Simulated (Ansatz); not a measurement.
CuO (Tenorite):

```
Cu O
1.0
     2.34185   -1.71130    0.00000
     2.34185    1.71130    0.00000
    -0.85003    0.00000    5.05787
Cu O
2 2
Direct
  0.50000 0.00000 0.50000
  0.00000 0.50000 0.00000
  0.41840 0.58160 0.75000
  0.58160 0.41840 0.25000
```

```yaml
Program: Ansatz 0.2.0
Task: relaxation of cell and atoms
Functional: BLYP
Dispersion: D3(BJ)
Potentials_or_basis: Ansatz PAW
Cutoff: "420 eV (not typed: the program's choice for these potentials)"
k_mesh: 10 × 10 × 5
Occupations: fermi-dirac, width 0.05 eV
Spin: no spin polarisation
```

At the start: volume 10.13 Å³/atom.

Problem. Where does the relaxation end?

Solution. It ends after 19 steps and the volume is 10.98 Å³/atom (+8.3 %); space group P4_2/mmc (No. 131, to 0.05 Å).

The path:
| step | energy change (eV) | largest force (eV/Å) | volume (Å³) |
| --- | --- | --- | --- |
| 1 | 0.0000 | 0.2305 | 40.54 |
| 2 | -0.0206 | 0.2184 | 41.31 |
| 3 | -0.0494 | 0.0427 | 42.59 |
| 4 | -0.0577 | 0.0334 | 42.80 |
| 5 | -0.0634 | 0.0261 | 42.79 |
| 6 | -0.0637 | 0.0009 | 42.82 |
| 7 | -0.1022 | 0.0021 | 42.82 |
| 8 | -0.1170 | 0.0058 | 43.45 |
| 9 | -0.1208 | 0.0006 | 43.70 |
| 10 | -0.1213 | 0.0006 | 43.65 |
| 11 | -0.1350 | 0.0012 | 43.65 |
| 12 | -0.1387 | 0.0007 | 43.83 |
| 13 | -0.1389 | 0.0011 | 43.86 |
| 14 | -0.1417 | 0.0016 | 43.86 |
| 15 | -0.1422 | 0.0003 | 43.89 |
| 16 | -0.1422 | 0.0004 | 43.90 |
| 17 | -0.1427 | 0.0003 | 43.90 |
| 18 | -0.1428 | 0.0003 | 43.90 |
| 19 | -0.1428 | 0.0003 | 43.90 |

Final structure:
```xyz
4
Lattice="2.0582 -2.0535 0.1598 2.0582 2.0535 0.1598 -0.4020 0.0000 5.1627" Properties=species:S:1:pos:R:3 pbc="T T T"
Cu    0.8281   -1.0268    2.6612
Cu    1.0291    1.0268    0.0799
O     1.7567    0.0003    4.0318
O     1.9577   -0.0003    1.4504
```

Caveat: the plane-wave basis is chosen anew once the cell has moved, so the energies of steps on either side of that aren't comparable; the pressure holds a Pulay correction of +0.8 GPa for the finite cutoff; the run has no spin polarisation, though such a crystal can be magnetic; the PAW data sets come from PBE, with cores solved anew for the run's functional, which leaves a small shift of forces and pressure.
